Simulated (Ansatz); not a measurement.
# Si3N4: properties at the relaxed cell, part 2 of 2

This session takes Si3N4 and sets out to fit an equation of state.

Ansatz 0.2.0; DFT PBEsol, scalar-relativistic, plane waves, PAW.

### Step 7. The cell scaled to 1.10 of its volume

input.yaml reads:

```yaml
crystal:
  lattice:
    - [0.0, 3.99696703, 3.99696703]
    - [3.99696703, 0.0, 3.99696703]
    - [3.99696703, 3.99696703, 0.0]
  atoms:
    - { symbol: Si, position: [0.125, 0.125, 0.625] }
    - { symbol: Si, position: [0.125, 0.625, 0.125] }
    - { symbol: Si, position: [0.625, 0.125, 0.125] }
    - { symbol: Si, position: [0.125, 0.125, 0.125] }
    - { symbol: Si, position: [0.75, 0.75, 0.75] }
    - { symbol: Si, position: [0.5, 0.5, 0.5] }
    - { symbol: "N", position: [0.3671886779, 0.3671886779, 0.3671886779] }
    - { symbol: "N", position: [0.3515660338, 0.8828113221, 0.8828113221] }
    - { symbol: "N", position: [0.8828113221, 0.8828113221, 0.3515660338] }
    - { symbol: "N", position: [0.8828113221, 0.3515660338, 0.8828113221] }
    - { symbol: "N", position: [0.3671886779, 0.3671886779, 0.8984339662] }
    - { symbol: "N", position: [0.3671886779, 0.8984339662, 0.3671886779] }
    - { symbol: "N", position: [0.8828113221, 0.8828113221, 0.8828113221] }
    - { symbol: "N", position: [0.8984339662, 0.3671886779, 0.3671886779] }
basis:
  ecutwfc: 420
kpoints:
  mp_grid: { grid: [6, 6, 6] }
hamiltonian:
  xc: pbesol
scf:
  occupations: { method: gaussian, width: 0.02 }
output:
  forces: true
  stress: true
  eigenvalues: true
  write_density: true
  write_potential: true
  elf: true
  volumetric_format: npy
relax:
  adjacent_minimum: "off"
  f_tol: 0.01
  max_steps: 30
```

On the command line:

```console
ansatz run input.yaml --threads 4 --pin off --max-ram 10240MiB --backend cpu --events-out ev --progress --plain --runs-dir out
```

The program printed, shortened:

```text
Warning: output.stress: scf.convergence.dr2_threshold = 1e-7 eV (the SCF's general default) is looser than the 1.4e-9 eV advised for a printed stress (1e-10 eV for each atom of the cell: 14). What an SCF threshold leaves in a stress goes as its square root, and in the free energy as the [...]
Warning: RAYON_NUM_THREADS=4 ignored (pool sized by the plan → 4); use --threads N
[...]
Pseudopotentials: kind: paw
Pseudopotential: Si, paw, valence charge 4, recommended cutoff 420 eV (normal), Si.paw.azcp
Pseudopotential: N, paw, valence charge 5, recommended cutoff 420 eV (normal), N.paw.azcp
Functional definition: PBEsol
[...]
Crystal: 14 atoms, lattice volume = 127.709 Å³
Basis set: ecut = 420 eV, 2445 PW (Γ), exchange–correlation on 80×80×80 points (8 copies of the dense FFT grid, shifted against one another)
Bands: 46, of which v1, the nominal top of the filled ones, is band 32 counted from 1 (31 counted from 0)
Symmetry: 48 space group operations
Space group: Fd-3m (ITA 227), of the structure as read, at distance tolerance 5.0e-5 Å
k-points: 16 of 216
[...]
  atoms:
    - { symbol: Si, position: [0.12499999999999999, 0.12499999999999999, 0.6249999999999999] }
    - { symbol: Si, position: [0.125, 0.6249999999999999, 0.125] }
    - { symbol: Si, position: [0.6249999999999999, 0.125, 0.125] }
    - { symbol: Si, position: [0.12499999999999999, 0.12499999999999999, 0.12499999999999999] }
    - { symbol: Si, position: [0.7499999999999999, 0.7499999999999999, 0.7499999999999999] }
    - { symbol: Si, position: [0.49999999999999994, 0.49999999999999994, 0.49999999999999994] }
    - { symbol: N, position: [0.366920110872864, 0.366920110872864, 0.366920110872864] }
    - { symbol: N, position: [0.3507603326185925, 0.8830798891271358, 0.8830798891271359] }
    - { symbol: N, position: [0.8830798891271358, 0.8830798891271358, 0.3507603326185925] }
    - { symbol: N, position: [0.8830798891271358, 0.3507603326185925, 0.8830798891271359] }
    - { symbol: N, position: [0.366920110872864, 0.366920110872864, 0.8992396673814075] }
    - { symbol: N, position: [0.366920110872864, 0.8992396673814075, 0.366920110872864] }
    - { symbol: N, position: [0.8830798891271358, 0.8830798891271358, 0.8830798891271358] }
    - { symbol: N, position: [0.8992396673814075, 0.366920110872864, 0.366920110872864] }
```

It took 5.8 s on 4 threads of Intel Xeon Platinum 8488C (Sapphire Rapids), shared host; peak memory 0.55 GiB.

The steps of the relaxation:

| step | energy from step 1 (eV/cell) | largest force component (eV/Å) |
| --- | --- | --- |
| 1 | 0.0000 | 0.0766 |
| 2 | -0.0015 | 0.0382 |
| 3 | -0.0020 | 0.0001 |

Step 1 is the start.

Density in a lattice plane of the grid's cell (edges 5.65 and 5.65 Å, at 0.351 of the third edge), which holds N.

Ten even steps from '0' (0.09 e/Å³) to '9' (3.62 e/Å³):
```
100002479973100001368863
210001369996310001369996
410000136887310000137998
420000012455310000013676
210000000122210000001233
110000000011110000000011
000000000000000000000000
000000000000000000000000
000001111100000001111100
000011233221000011233321
110012467642100001247763
310001479984210001248997
621001258996310000126999
531000125786310000012588
321000011344210000001234
111000000111110000000011
000000000000000000000000
000000110000000000000000
000011222210000001111100
000012356531000011244321
```
Columns run along the first of these edges and rows up along the second, over one cell in 24 and 20 even steps from the bottom left corner. Atoms in the plane (fractional): N at (0.37, 0.37), N at (0.88, 0.88), N at (0.37, 0.90), N at (0.90, 0.37).

ELF in the same plane.

Ten even steps from ' ' (0.04) to '@' (0.85):
```
%%++::--**@@@@##--==##@@%%++::--**@@@@%%****%%@@
@@##--::--##@@%%--  --%%@@##--..--##@@%%--  --%%
@@%%++....==##%%##====##@@%%++....==##@@**--::**
@@%%++::  ..==##%%@@%%@@@@%%++::  ..==##%%%%##%%
@@%%++::    ..--**%%@@@@@@%%++::    ..--##%%@@@@
@@##==..      ..--**%%@@@@%%++::        ::++##@@
**++--..      ....--==**##**==::....      ..--++
::::::::::--==========----------========----::::
::::::--++##%%%%%%####++--..::==**##%%%%%%##**==
**--::==##@@@@@@@@@@@@@@##--::++%%@@@@@@@@@@@@%%
%%++::--**@@@@%%####@@@@@@**--==##@@@@@@####%%@@
@@##==::==##@@##--::++@@@@%%++--++%%@@@@**::--##
%%%%++::..==####==..::##@@%%++::::==##@@%%==..--
%%%%**--..::++####****%%@@%%++::....==##%%%%##**
@@%%**--..  ::==##%%@@@@@@%%++::    ..--**%%@@@@
%%##++::..    ..--++##%%%%##==..        ::++##@@
**++--............::--++**++--..        ....--++
::::::::--==++++==--::::::::::::::--====----::::
::::::--++##%%%%####**==--::::--++##%%%%%%##**==
**--::==##@@@@%%##%%@@%%**--::==##@@@@@@@@@@@@%%
```
Columns run along the first of these edges and rows up along the second, over one cell in 24 and 20 even steps from the bottom left corner. Atoms in the plane (fractional): N at (0.37, 0.37), N at (0.88, 0.88), N at (0.37, 0.90), N at (0.90, 0.37).

Both are smooth fields of the valence electrons: close to the nuclei they are not physical.

Outside the cores ELF peaks at 0.90 on the N–Si line, 0.8 Å from N.

### Step 8. Point at V/V0 = 0.88

input.yaml reads:

```yaml
crystal:
  lattice:
    - [0.0, 3.7104555069, 3.7104555069]
    - [3.7104555069, 0.0, 3.7104555069]
    - [3.7104555069, 3.7104555069, 0.0]
  atoms:
    - { symbol: Si, position: [0.125, 0.125, 0.625] }
    - { symbol: Si, position: [0.125, 0.625, 0.125] }
    - { symbol: Si, position: [0.625, 0.125, 0.125] }
    - { symbol: Si, position: [0.125, 0.125, 0.125] }
    - { symbol: Si, position: [0.75, 0.75, 0.75] }
    - { symbol: Si, position: [0.5, 0.5, 0.5] }
    - { symbol: "N", position: [0.3680141462, 0.3680141462, 0.3680141462] }
    - { symbol: "N", position: [0.3540424386, 0.8819858538, 0.8819858538] }
    - { symbol: "N", position: [0.8819858538, 0.8819858538, 0.3540424386] }
    - { symbol: "N", position: [0.8819858538, 0.3540424386, 0.8819858538] }
    - { symbol: "N", position: [0.3680141462, 0.3680141462, 0.8959575614] }
    - { symbol: "N", position: [0.3680141462, 0.8959575614, 0.3680141462] }
    - { symbol: "N", position: [0.8819858538, 0.8819858538, 0.8819858538] }
    - { symbol: "N", position: [0.8959575614, 0.3680141462, 0.3680141462] }
basis:
  ecutwfc: 420
kpoints:
  mp_grid: { grid: [6, 6, 6] }
hamiltonian:
  xc: pbesol
scf:
  occupations: { method: gaussian, width: 0.02 }
output:
  forces: true
  stress: true
  eigenvalues: true
relax:
  adjacent_minimum: "off"
  f_tol: 0.01
  max_steps: 30
```

On the command line:

```console
ansatz run input.yaml --threads 4 --pin off --max-ram 10240MiB --backend cpu --events-out ev --progress --plain --runs-dir out
```

The program printed, shortened:

```text
[...]
relax step   3: F+E_penalty+E_count = -6770.72627457 eV  Δ(F+E_penalty+E_count) = -1.890e-4 eV  max|allowed force component| = 6.900e-5 eV/Å  Δτ_max = 0.0008 Å  (4 SCF iters, accepted)
SCF converged after 4 iterations
Free energy (F): -6770.726275 eV
[...]
E sigma→0 (E₀):  -6770.726275 eV
Fermi energy:    15.115658 eV
[...]
--- Forces (eV/Å), atoms counted from 1 ---
  atom   1  Si    -0.00000000     0.00000000     0.00000000
  atom   2  Si    -0.00000000     0.00000000     0.00000000
  atom   3  Si    -0.00000000     0.00000000     0.00000000
  atom   4  Si    -0.00000000    -0.00000000    -0.00000000
  atom   5  Si     0.00000000     0.00000000     0.00000000
  atom   6  Si     0.00000000     0.00000000     0.00000000
  atom   7  N      0.00006900     0.00006900     0.00006900
  atom   8  N     -0.00006900     0.00006900     0.00006900
[...]
  atoms:
    - { symbol: Si, position: [0.125, 0.125, 0.625] }
    - { symbol: Si, position: [0.125, 0.625, 0.125] }
    - { symbol: Si, position: [0.625, 0.125, 0.125] }
    - { symbol: Si, position: [0.125, 0.125, 0.125] }
    - { symbol: Si, position: [0.7499999999999999, 0.7499999999999999, 0.7499999999999999] }
    - { symbol: Si, position: [0.5, 0.5, 0.5] }
    - { symbol: N, position: [0.3681511817905389, 0.3681511817905389, 0.3681511817905389] }
    - { symbol: N, position: [0.3544535453716169, 0.881848818209461, 0.881848818209461] }
    - { symbol: N, position: [0.881848818209461, 0.881848818209461, 0.3544535453716169] }
    - { symbol: N, position: [0.881848818209461, 0.3544535453716169, 0.881848818209461] }
    - { symbol: N, position: [0.3681511817905389, 0.3681511817905389, 0.8955464546283829] }
    - { symbol: N, position: [0.3681511817905389, 0.8955464546283829, 0.36815118179053885] }
    - { symbol: N, position: [0.881848818209461, 0.881848818209461, 0.881848818209461] }
    - { symbol: N, position: [0.8955464546283829, 0.3681511817905389, 0.36815118179053885] }
```

Wall time 4.7 s (4 threads of Intel Xeon Platinum 8488C (Sapphire Rapids), shared host); peak memory 0.51 GiB.

### Step 9. Fit of the equation of state

```
volume (Å³/atom)  energy above the lowest point (meV/atom)  pressure (GPa)  gap on the mesh (eV)
           7.298                                     142.1           50.97                  3.79
           7.546                                      75.5           35.15                  3.66
           7.795                                      31.7           21.58                  3.53
           8.044                                       7.5            9.94                  3.41
           8.293                                       0.0           -0.04                  3.29
           8.542                                       6.9           -8.61                  3.18
           8.790                                      26.1          -15.93                  3.07
           9.122                                      67.8          -24.08                  2.93
```

### Step 10. Outcome

What follows sums up all 2 parts.

| quantity | value |
| --- | --- |
| equilibrium volume of the fit | 8.29 Å³/atom |
| bulk modulus | 307 GPa |
| its pressure derivative | 4.1 |

**Reading.** The fit puts the minimum at 8.29 Å³/atom with B = 307 GPa and B' = 4.1. Measured bulk modulus of Si3N4: 308 GPa (powder; quoted in “Elastic and structural instability of cubic Sn3N4 and C3N4 under pressure”, 2010, arxiv:1003.2387). This calculation gives 307 GPa (-0.2 %). 2 values of this kind are on record (290 to 308 GPa); this one was drawn at random among those near their median, those with a stated uncertainty first. The calculation is for zero temperature. The gap on the mesh goes from 3.79 eV at the smallest volume to 2.93 eV at the largest.
